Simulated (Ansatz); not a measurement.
# CdTe: energy along a strain

CdTe, F-43m, a = 6.410 Å (as given, not relaxed at this level: 3.2 GPa). Ansatz: r2SCAN, PAW, 500 eV, Γ-centred 8×8×8 mesh on 2 atoms, Gaussian smearing 0.05 eV; no spin polarisation. Cell vectors (Å): 0.000 3.205 3.205; 3.205 0.000 3.205; 3.205 3.205 0.000. The cell is strained by x per cent times the pattern (0 0 1 0 0 0) in the order xx yy zz yz xz xy (engineering shears), with fractional coordinates held. y is the free energy over the start, V0 = 32.922 Å³/atom.

```tsv
x (%)	y (meV/atom)
-6.00	?
-4.50	43.64
-3.00	25.97
-1.50	11.45
0.00	0.00
1.50	-8.48
3.00	-14.09
4.50	-16.93
5.25	-17.34
6.00	-17.09
```

Q: Fit y = c1 x + c2 x² + c3 x³ to the other rows, get the stiffness along the pattern, and predict the missing energy.

A: Least squares on the rows shown. y = −6.6331 x + 0.65956 x² − 0.0047950 x³. The clamped-ion stiffness p·C·p = 2 × 6.596 eV × 160.2 / 32.922 Å³ = 64 GPa, which is C33 in these axes (C11 of the cubic crystal) (second derivative at the start, which stands under stress). At x = -6.00 the fit asked for gives 64.58 meV/atom. The run gave 64.58 meV/atom, the same to the digits shown.